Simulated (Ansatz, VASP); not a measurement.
One calculation of Fe, two programs

The input POSCAR:

```
Fe
1.0
   -1.3669080663      1.3669080663      1.3669080663
    1.3669080663     -1.3669080663      1.3669080663
    1.3669080663      1.3669080663     -1.3669080663
Fe
1
Direct
    0.0000000000      0.0000000000      0.0000000000
```

Contents of INCAR.step1:

```
SYSTEM = Fe
PREC = Accurate
ENCUT = 520
ISMEAR = -1
SIGMA = 0.05
LREAL = .False.
LASPH = .True.
NELM = 150
ISPIN = 2
MAGMOM = 3
LMAXMIX = 4
NBANDS = 14
GGA = PE
ALGO = Normal
EDIFF = 1E-4
LWAVE = .True.
LCHARG = .False.
```

Contents of INCAR.step2:

```
SYSTEM = Fe
PREC = Accurate
ENCUT = 520
EDIFF = 1E-6
ISMEAR = -1
SIGMA = 0.05
LREAL = .False.
LASPH = .True.
NELM = 150
ALGO = Normal
ISIF = 2
LWAVE = .False.
LCHARG = .False.
ISPIN = 2
MAGMOM = 3
LORBIT = 11
LMAXMIX = 4
METAGGA = R2SCAN
LMIXTAU = .True.
NBANDS = 14
ISTART = 1
```

File KPOINTS:

```
regular mesh
0
Gamma
  14 14 14
  0 0 0
```

Input for Ansatz:

```yaml
crystal:
  lattice:
    - [-1.3669080663, 1.3669080663, 1.3669080663]
    - [1.3669080663, -1.3669080663, 1.3669080663]
    - [1.3669080663, 1.3669080663, -1.3669080663]
  atoms:
    - { symbol: Fe, position: [0.0, 0.0, 0.0], spin: 3.0 }
magnetization:
  spin_polarized: true
kpoints:
  mp_grid: { grid: [14, 14, 14] }
scf:
  occupations: { method: fermi_dirac, width: 0.05 }
hamiltonian:
  xc: r2scan
  pseudopotentials: { kind: paw }
output:
  forces: true
  stress: true
  eigenvalues: true
  populations: true
  write_density: true
  write_potential: true
  elf: true
  volumetric_format: npy
```

Change from the starting cell: volume scaled by 0.85, PAW files.

Alike in both runs: task single point; functional r2SCAN; k mesh 14 × 14 × 14; occupations fermi-dirac, width 0.05 eV; collinear spin.

```csv
,VASP,Ansatz
version,VASP 6.6.1,Ansatz 0.2.0
potentials or method,"VASP PAW PBE potentials, release 64 (Fe)","PAW with Ansatz's default frozen-core files, scalar-relativistic"
plane-wave cutoff (eV),520,500
valence electrons in the cell,8,16
```

```tsv
	VASP	Ansatz	Ansatz less VASP
pressure (GPa)	28.2	26.9	-1.29
net moment per atom (μB)	2.31	2.26	-0.048
size of the moment on the site where the two differ most (μB)	2.33	2.37	+0.047
```

Site moments also hang on the region over which each program counts them. The functional is the same, so the differences come from potentials, cutoffs and numerics. The two sets of potentials don't hold the same shells in valence. Ansatz warned: «stability_check_not_made».

Caveats: so large a pressure means that the cell lies far from this level's equilibrium, or that cutoff or potentials fall short (VASP); the potentials were made for another functional, which shifts forces and pressure (VASP).
